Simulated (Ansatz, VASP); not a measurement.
Given: the input of a run of Ansatz 0.2.0 on SiC (Moissanite).

input.yaml

```yaml
crystal:
  lattice:
    - [3.0132068704, 0.0, 0.0]
    - [-1.5066034352, 2.6095136966, 0.0]
    - [0.0, 0.0, 4.9449506768]
  atoms:
    - { symbol: Si, position: [0.6666666667, 0.3333333333, 0.5] }
    - { symbol: Si, position: [0.3333333333, 0.6666666667, 0.0] }
    - { symbol: C, position: [0.6666666667, 0.3333333333, 0.885] }
    - { symbol: C, position: [0.3333333333, 0.6666666667, 0.385] }
hamiltonian:
  xc: lda
  pseudopotentials: { kind: paw, xc_functional: lda, accuracy: standard }
kpoints:
  mp_grid: { grid: [10, 10, 5] }
scf:
  occupations: { method: fermi_dirac, width: 0.05 }
output:
  forces: true
  stress: true
  eigenvalues: true
```

Potentials or basis: JTH PAW LDA.

Launch:

```sh
$ ansatz run input.yaml --threads 2 --pin off --max-ram 5120MiB --backend cpu --events-out ev --progress --plain --runs-dir out
```

Q: Set up the same calculation for VASP 6.6.1. Potentials there: VASP PAW LDA potentials, release 64 (Si, C).

A: As run (the cutoff follows the program's own potentials):

The input INCAR:

```
PREC = Accurate ; ENCUT = 520
EDIFF = 1E-7 ; ISMEAR = -1
SIGMA = 0.05 ; LREAL = F
LASPH = T ; NELM = 80
ALGO = Normal ; ISIF = 2
LWAVE = F ; LCHARG = T
LELF = T ; LVHAR = T
NBANDS = 16
```

File KPOINTS:

```
Automatic mesh
0
Gamma
  10 10 5
```

POSCAR

```
SiC
1.0
    3.0132068704      0.0000000000      0.0000000000
   -1.5066034352      2.6095136966      0.0000000000
    0.0000000000      0.0000000000      4.9449506768
Si C
2 2
Direct
    0.6666666667      0.3333333333      0.5000000000
    0.3333333333      0.6666666667      0.0000000000
    0.6666666667      0.3333333333      0.8850000000
    0.3333333333      0.6666666667      0.3850000000
```

Potentials or basis: VASP PAW LDA potentials, release 64 (Si, C).

The run is started by

```console
$ cat potpaw_LDA.64/Si/POTCAR potpaw_LDA.64/C/POTCAR > POTCAR
$ mpirun -np 1 vasp_std > vasp.out
```

Both were run:

|  | VASP | Ansatz | Ansatz less VASP |
| --- | --- | --- | --- |
| gap on the k mesh at the Fermi level (eV) | 2.26 | 2.27 | +0.013 |
| least direct gap on the mesh (eV) | 4.11 | 4.13 | +0.020 |
| pressure (GPa) | 11.4 | 10.6 | -0.83 |
| largest component of the traceless stress (GPa) | 4.67 | 4.59 | -0.077 |
| rms of the force components (eV/Å) | 0.483 | 0.483 | +0.0007 |

Atom by atom the forces differ by 0.001 eV/Å (rms over components).

Caveats: an odd mesh through Γ misses points on the zone boundary, where band edges often lie (VASP); odd divisions of the mesh miss points on the zone boundary, where band edges often lie, so the gap on the mesh can be too wide (Ansatz). LDA gaps usually lie below the measured ones, often by a third to a half.
